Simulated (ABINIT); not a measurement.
Planning a run of ABINIT 10.8.3 on RbCl (Fm-3m). The input:

```
acell 3*1.0 Angstrom
rprim 
  -0.000000000000 3.289500000000 3.289500000000
  3.289500000000 -0.000000000000 3.289500000000
  3.289500000000 3.289500000000 -0.000000000000
ntypat 2
znucl 37 17
natom 2
typat 1 2
xred 
  0.000000000000 0.000000000000 0.000000000000
  0.500000000000 0.500000000000 0.500000000000
pp_dirpath "pseudos"
pseudos "Rb.upf, Cl.upf"
ecut 25
ngkpt 4 4 4
nshiftk 1
shiftk 0 0 0
kptopt 1
chksymbreak 0
istwfk *1
occopt 1
irdwfk 1
optdriver 4
nband 275
gwcalctyp 0
ecutsigx 25
symsigma 1
nkptgw 1
kptgw 
  0.0000000000 0.0000000000 0.0000000000
bdgw 
  6 12
ecuteps 8
irdscr 1
ppmodel 1
zcut 0.5 eV
indata_prefix "in"
outdata_prefix "out"
tmpdata_prefix "tmp"
```

```sh
OMP_NUM_THREADS=1 mpirun -n 4 abinit run.abi > log
```

Q: How long will it take on 4 MPI ranks of Arm Neoverse V2, shared host, and how much memory?

It took 43 s; on shared hardware allow 21 s to 85 s. Peak host memory was 2.1 GiB.

[Paths, hosts, dates, memory and timing lines, banners, echoed tables and standing remarks are left out of the program output.]

[Logs are printed without paths, hosts, clocks, repeated set-up lines and the standing remarks that a program may print on its own settings, such as how far it seeks lower states.]

[Runs of the session that timed out or met a known fault of the program may be left out.]

[Hosts, paths, dates, database ids (printed as entryN), source tags and the programs' standing remarks are cut or masked in the printed files.]

[G0W0 gaps are taken among the corrected bands and points alone; a level outside them can change the order at an edge.]

[Where Ansatz stands beside ABINIT at settings called matched, ABINIT's density can come from a denser mesh and the files from another edition; pairs whose starting gaps differed by over 0.03 eV were left out, so agreement reads better than it is.]
